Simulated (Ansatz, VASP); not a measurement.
**KH3 in VASP and in Ansatz**

```xyz
8
Lattice="-3.3640 3.3640 4.7574 3.3640 -3.3640 4.7574 3.3640 3.3640 -4.7574" Properties=species:S:1:pos:R:3 pbc="T T T"
K     0.0000    0.0000    4.7574
K     0.0000    0.0000    0.0000
H     1.8920   -1.4720    4.7574
H     1.4720    1.8920    4.7574
H     0.0000    0.0000    7.1361
H     1.4720    4.8360    0.0000
H     1.8920    1.4720    0.0000
H     0.0000    0.0000    2.3787
```

Alike in both runs: task single point; functional PBE; k mesh 4 × 4 × 4; occupations gaussian, width 0.1 eV; no spin polarisation.

|  | VASP | Ansatz |
| --- | --- | --- |
| version | VASP 6.6.1 | Ansatz 0.2.0 |
| potentials or method | VASP PAW PBE potentials, release 64 (K_sv, H) | scalar-relativistic, plane waves, PAW |
| plane-wave cutoff (eV) | 520 | 420 |
| valence electrons in the cell | 24 | 24 |

```csv
,VASP,Ansatz,Ansatz less VASP
gap on the k mesh at the Fermi level (eV),none,none,-
pressure (GPa),1.3,1.3,+0.01
largest component of the traceless stress (GPa),0.12,0.12,-0.002
rms of the force components (eV/Å),0.036,0.036,-0.0006
```

Atom by atom the forces differ by 0.001 eV/Å (rms over components). A gap of «none» marks a metal or a gap that the smearing closes. The functional is the same, so the differences come from potentials, cutoffs and numerics.
